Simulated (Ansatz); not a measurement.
(010) slab cut from the bulk of ZrSi$_{2}$, 15 Å of vacuum:

```yaml
crystal:
  lattice:
    - [3.67907, 0.00000, 0.00000]
    - [0.00000, 3.70518, 0.00000]
    - [0.00000, 0.00000, 29.79726]
  atoms:
    - { symbol: Si, position: [0.25000, 0.50000, 0.25170] }
    - { symbol: Si, position: [0.75000, 0.00000, 0.25201] }
    - { symbol: Zr, position: [0.75000, 0.50000, 0.32365] }
    - { symbol: Si, position: [0.25000, 0.00000, 0.34958] }
    - { symbol: Si, position: [0.75000, 0.00000, 0.40228] }
    - { symbol: Zr, position: [0.25000, 0.50000, 0.42820] }
    - { symbol: Si, position: [0.25000, 0.00000, 0.49985] }
    - { symbol: Si, position: [0.75000, 0.50000, 0.50015] }
    - { symbol: Zr, position: [0.75000, 0.00000, 0.57180] }
    - { symbol: Si, position: [0.25000, 0.50000, 0.59772] }
    - { symbol: Si, position: [0.75000, 0.50000, 0.65042] }
    - { symbol: Zr, position: [0.25000, 0.00000, 0.67635] }
    - { symbol: Si, position: [0.25000, 0.50000, 0.74799] }
    - { symbol: Si, position: [0.75000, 0.00000, 0.74830] }
```

Method: Ansatz, DFT PBE, scalar-relativistic, plane waves, PAW. Cutoff 420 eV; k points 9×9×1 on the computed 14-atom cell (Γ-centred); Gaussian smearing, width 0.10 eV; no spin polarisation. The cell repeats along c with a dipole correction in the vacuum.

This base run converges in 7 iterations with a largest force of 0.740 eV/Å and a work function of 5.23 eV on the top face.

One setting at a time is then changed, some of them on purpose to poor values; changes count from the base run, energies are extrapolated to zero smearing, atoms stay where they are, and risky runs are capped at 50 to 100 iterations. The slab isn't stoichiometric (Zr2Si5).

Q: What does each change do? k mesh 2×2×1; occupations fermi-dirac 0.025 eV; no dipole correction, vacuum of 15 Å; k mesh 1×1×1; cutoff 200 eV; vacuum of 7 Å; no dipole correction, vacuum of 8 Å; k mesh 1×9×1; k mesh 4×4×1.

A:
```tsv
change	outcome	SCF iterations	ΔE (meV/atom)	Δφ top (eV)	largest force (eV/Å)	largest change of a force (eV/Å)
k mesh 2×2×1	converged	11	+256.6	-0.16	0.515	0.575
occupations fermi-dirac 0.025 eV	converged	7	0.0	0.00	0.750	0.010
no dipole correction, vacuum of 15 Å	converged	7	0.0		0.740	0.000
k mesh 1×1×1	converged	18	+1478.2		4.983	4.954
cutoff 200 eV	converged with warnings	9	+466.5	0.00	0.691	0.181
vacuum of 7 Å	converged with warnings	7	-0.1	-0.09	0.741	0.001
no dipole correction, vacuum of 8 Å	converged	7	0.0		0.740	0.000
k mesh 1×9×1	converged	9	+1090.9	+0.06	0.641	0.822
k mesh 4×4×1	converged	8	+13.0	-0.13	0.623	0.143
```

In some of the runs (vacuum 7) charge leaks into the vacuum, so their work functions can be off.

Cost: 10 runs of about 6.9 core-minutes in all, on Intel Xeon Platinum 8259CL (Skylake/Cascade Lake) (shared hosts).